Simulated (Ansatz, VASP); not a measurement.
## Ni: VASP beside Ansatz

The input INCAR:

```
SYSTEM = Ni
ALGO     = Normal         ! electronic algorithm
EDIFF    = 1E-6           ! SCF threshold, eV
ENCUT    = 520            ! plane-wave cutoff, eV
GGA      = RP             ! functional
ISIF     = 2              ! what is computed and relaxed
ISMEAR   = -1             ! smearing method
ISPIN    = 2              ! spin polarisation
LASPH    = .TRUE.         ! aspherical terms in the spheres
LCHARG   = .TRUE.         ! write CHGCAR
LELF     = .TRUE.         ! ELF
LMAXMIX  = 4              ! l up to which the mixer works
LORBIT   = 11             ! projections on sites
LREAL    = .FALSE.        ! projectors in reciprocal space
LVHAR    = .TRUE.       
LWAVE    = .FALSE.        ! write WAVECAR
MAGMOM   = -0.715 -0.715 -0.724 -0.724 ! initial moments
NBANDS   = 32             ! bands
NELM     = 150            ! most SCF steps
PREC     = Accurate       ! precision mode
SIGMA    = 0.05           ! smearing width, eV
```

Contents of KPOINTS:

```
k-points
0
G
  19 19 5
  0 0 0
```

The input POSCAR:

```
Ni
1.0
    2.5126203649      0.0000000000      0.0000000000
   -1.2563101824      2.1759930661      0.0000000000
    0.0000000000      0.0000000000      8.2233218121
Ni
4
Direct
    0.0000000000      0.0000000000      1.0000000000
    0.0000000000      0.0000000000      0.5000000000
    0.3333333333      0.6666666667      0.2500000000
    0.6666666667      0.3333333333      0.7500000000
```

Input for Ansatz:

```yaml
crystal:
  lattice:
    - [2.5126203649, 0.0, 0.0]
    - [-1.2563101824, 2.1759930661, 0.0]
    - [0.0, 0.0, 8.2233218121]
  atoms:
    - { symbol: Ni, position: [0.0, 0.0, 1.0], spin: -0.715 }
    - { symbol: Ni, position: [0.0, 0.0, 0.5], spin: -0.715 }
    - { symbol: Ni, position: [0.3333333333, 0.6666666667, 0.25], spin: -0.724 }
    - { symbol: Ni, position: [0.6666666667, 0.3333333333, 0.75], spin: -0.724 }
hamiltonian:
  xc: rpbe
  pseudopotentials:
    kind: paw
    azcp:
      Ni: "pseudopotentials/Ni.paw.azcp"
basis:
  ecutwfc: 420
  fft_grid_basis: typed
kpoints:
  mp_grid: { grid: [19, 19, 5], shift: [0, 0, 0] }
magnetization:
  spin_polarized: true
scf:
  occupations: { method: fermi_dirac, width: 0.05 }
```

This isn't the form of Ni at room conditions, which is fcc.

Alike in both runs: task single point; functional RPBE; k mesh 19 × 19 × 5; occupations fermi-dirac, width 0.05 eV; collinear spin.

```csv
,VASP,Ansatz
version,VASP 6.6.1,Ansatz 0.2.0
potentials or method,"VASP PAW PBE potentials, release 64 (Ni)","plane waves (420 eV) with PAW, scalar-relativistic"
plane-wave cutoff (eV),520,420
valence electrons in the cell,40,72
```

VASP gave:

```
net moment per atom (μB)                                      : 0.65
size of the moment on the site where the two differ most (μB) : 0.66
```

Q: What did Ansatz give for the same quantities?

A: net moment per atom (μB): 0.66; size of the moment on the site where the two differ most (μB): 0.70.

Site moments also hang on the region over which each program counts them. The two sets of potentials don't hold the same shells in valence.
